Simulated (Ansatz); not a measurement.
**CdF2: deformation potentials from a series**

```
CELL_PARAMETERS angstrom
0.00000 2.69400 2.69400
2.69400 0.00000 2.69400
2.69400 2.69400 0.00000
ATOMIC_POSITIONS crystal
Cd 0.00000 0.00000 0.00000
F 0.25000 0.25000 0.25000
F 0.75000 0.75000 0.75000
```

Atoms are numbered in the order listed.

The geometry is COD entry 9009006, unchecked; take it as a test cell.

The calculation used Ansatz 0.2.0, DFT, LDA, all-electron LAPW, scalar-relativistic.

Sampling and basis: a Γ-centred 8×8×8 k mesh, Fermi–Dirac smearing of 0.02 eV, basis error target 1 meV/atom, no spin polarisation.

The strain is applied along the Cartesian axes of the cell as listed (the other components stay zero). Fractional coordinates are held (clamped ions).

The valence-band top of this crystal doesn't lie at Γ but 0.48 eV above the top filled level there.

Only quantities that a quadratic follows smoothly over the whole series are listed; rougher ones are left out.

| εxx = εyy | direct gap at Γ, from the mean of the top three filled levels (eV) | singlet less doublet of the top filled triplet at Γ (eV) |
| --- | --- | --- |
| -0.0200 | 3.357 | 0.062 |
| -0.0100 | 3.315 | 0.031 |
| 0.0000 | 3.272 | 0.000 |
| 0.0200 | 3.179 | -0.059 |

(1) Fit the series and give the slopes at zero strain.

(2) One run, at εxx = εyy = 0.0100, is withheld. Predict its row.

Answers

(1) Least-squares fits y = p0 + p1 x + p2 x² to the rows give direct gap at Γ, from the mean of the top three filled levels (eV): p1 = -4.45, p2 = -9.5; singlet less doublet of the top filled triplet at Γ (eV): p1 = -3.03, p2 = 3.4. Without spin–orbit coupling the singlet lies 3b(εzz − εxx) above the doublet in the usual convention, so the shear deformation potential is b = 1.01 eV.

(2) The fits give 3.226, -0.030; the run gave 3.227, -0.030.
